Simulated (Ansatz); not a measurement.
**GaN: gaps at several levels of theory**

An exercise on one series of results from a longer session: the logs are not shown, and one member is left open.

The COD entry's cell or inner coordinates are ideal or old and differ from later refinements, so a difference from it is no clean test against experiment.

Method: DFT PBEsol, scalar-relativistic, plane waves, PAW, in Ansatz 0.2.0.

That is the level of the relaxation; later steps name their own.

1 further run of the same task is left out (set aside as unsound or not needed).

### Starting point

It takes space group P6_3mc (No. 186, hexagonal). Conventional cell: a = 3.183 Å, b = 3.183 Å, c = 5.185 Å, α = 90.00°, β = 90.00°, γ = 120.00°. Around Ga (site symmetry 3m) lie 4 N at 1.95 Å. N (site symmetry 3m) has 4 Ga at 1.95 Å as nearest neighbours.

Structure file:

```cif
data_structure
_symmetry_space_group_name_H-M 'P 1'
_symmetry_Int_Tables_number 1
_cell_length_a 3.1826
_cell_length_b 3.1826
_cell_length_c 5.1854
_cell_angle_alpha 90.000
_cell_angle_beta 90.000
_cell_angle_gamma 120.000
_cell_volume 45.49
loop_
_atom_site_label
_atom_site_type_symbol
_atom_site_fract_x
_atom_site_fract_y
_atom_site_fract_z
_atom_site_occupancy
Ga1 Ga 0.33333 0.66667 0.99919 1
Ga2 Ga 0.66667 0.33333 0.49919 1
N1 N 0.33333 0.66667 0.37581 1
N2 N 0.66667 0.33333 0.87581 1
```

It is the result of an earlier relaxation at this level (volume 11.37 Å³/atom; gap on the mesh: 1.88 eV).

Set-up of the first run:

File input.yaml:

```yaml
crystal:
  lattice:
    - [3.1825784914, 0.0, 0.0]
    - [-1.5912892457, 2.7561938231, 0.0]
    - [0.0, 0.0, 5.185426082]
  atoms:
    - { symbol: Ga, position: [0.3333333333, 0.6666666667, -0.000805893] }
    - { symbol: Ga, position: [0.6666666667, 0.3333333333, 0.499194107] }
    - { symbol: "N", position: [0.3333333333, 0.6666666667, 0.375805893] }
    - { symbol: "N", position: [0.6666666667, 0.3333333333, 0.875805893] }
basis:
  ecutwfc: 420
kpoints:
  mp_grid: { grid: [12, 12, 6] }
  band_path: { path: [VBM, CBM], npoints: 2 }
hamiltonian:
  xc: pbesol
scf:
  occupations: { method: gaussian, width: 0.02 }
output:
  forces: true
  stress: true
  eigenvalues: true
```

Started as:

```sh
$ ansatz run input.yaml --threads 2 --pin off --max-ram 5120MiB --backend cpu --events-out ev --progress --plain --runs-dir out
```

Steps of the session up to this table: Band edges over the whole zone; Levels with PBEsol, 250 eV and coarse mesh; The run at LDA; Levels with PBE0; The run at Hartree-Fock.

One of the session's tables, all rows but one given; the rest of the session is left out.

```
                         level  gap (eV)  least direct gap (eV)
PBEsol, 250 eV and coarse mesh      1.49                   1.49
                           LDA      1.94                   1.94
                          PBE0      3.89                   3.89
                  Hartree-Fock         ?                      ?
```

Q: Estimate the row for Hartree-Fock from the others.

As computed: gap (eV): 10.76; least direct gap (eV): 10.76. In the column «gap (eV)» it is the highest.

Gaps are by band count over the mesh and the named points; a gap of 0 means that the bands overlap or touch.

To keep in mind: Warnings in the runs' records: cutoff below recommended.
